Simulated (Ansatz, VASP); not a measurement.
**One calculation of Ge, two programs**

File POSCAR:

```
Ge
1.0
    1.4245510352     -2.6515194585      0.0000000000
    1.4245510352      2.6515194585      0.0000000000
    0.0000000000      0.0000000000      2.7511509255
Ge
1
Direct
    0.5000000000      0.5000000000      0.0000000000
```

File INCAR.step1:

```
ALGO = Normal ; EDIFF = 1E-4
ENCUT = 520 ; GGA = PE
ISMEAR = -1 ; LASPH = True
LCHARG = False ; LREAL = False
LWAVE = True ; NBANDS = 13
NELM = 80 ; PREC = Accurate
SIGMA = 0.05
```

INCAR.step2

```
ALGO = Normal ; EDIFF = 1E-7
ENCUT = 520 ; ISIF = 2
ISMEAR = -1 ; ISTART = 1
LASPH = True ; LCHARG = False
LMIXTAU = True ; LREAL = False
LWAVE = False ; METAGGA = R2SCAN
NBANDS = 13 ; NELM = 80
PREC = Accurate ; SIGMA = 0.05
```

File KPOINTS:

```
k-points
0
Gamma
  11 11 10
```

The input input.yaml:

```yaml
crystal:
  lattice:
    - [1.4245510352, -2.6515194585, 0.0]
    - [1.4245510352, 2.6515194585, 0.0]
    - [0.0, 0.0, 2.7511509255]
  atoms:
    - { symbol: Ge, position: [0.5, 0.5, 0.0] }
hamiltonian:
  xc: r2scan
  pseudopotentials: { kind: paw }
kpoints:
  mp_grid: { grid: [11, 11, 10] }
scf:
  occupations: { method: fermi_dirac, width: 0.05 }
output:
  forces: true
  stress: true
  eigenvalues: true
```

This isn't the form of Ge at room conditions, which is diamond.

Alike in both runs: task single point; functional r2SCAN; k mesh 11 × 11 × 10; occupations fermi-dirac, width 0.05 eV; no spin polarisation.

|  | VASP | Ansatz |
| --- | --- | --- |
| version | VASP 6.6.1 | Ansatz 0.2.0 |
| potentials or method | VASP PAW PBE potentials, release 64 (Ge_d) | Ansatz PAW |
| plane-wave cutoff (eV) | 520 | 500 |
| valence electrons in the cell | 14 | 14 |

|  | VASP | Ansatz | Ansatz less VASP |
| --- | --- | --- | --- |
| gap on the k mesh at the Fermi level (eV) | none | none | - |
| pressure (GPa) | -6.3 | -6.1 | +0.16 |
| largest component of the traceless stress (GPa) | 1.35 | 1.36 | +0.015 |

A gap of «none» marks a metal or a gap that the smearing closes.

Caveats: the PAW data sets were made with another functional, which shifts forces and pressure a little (VASP); the PAW data sets come from PBE, with cores solved anew for the run's functional, which leaves a small shift of forces and pressure (Ansatz).
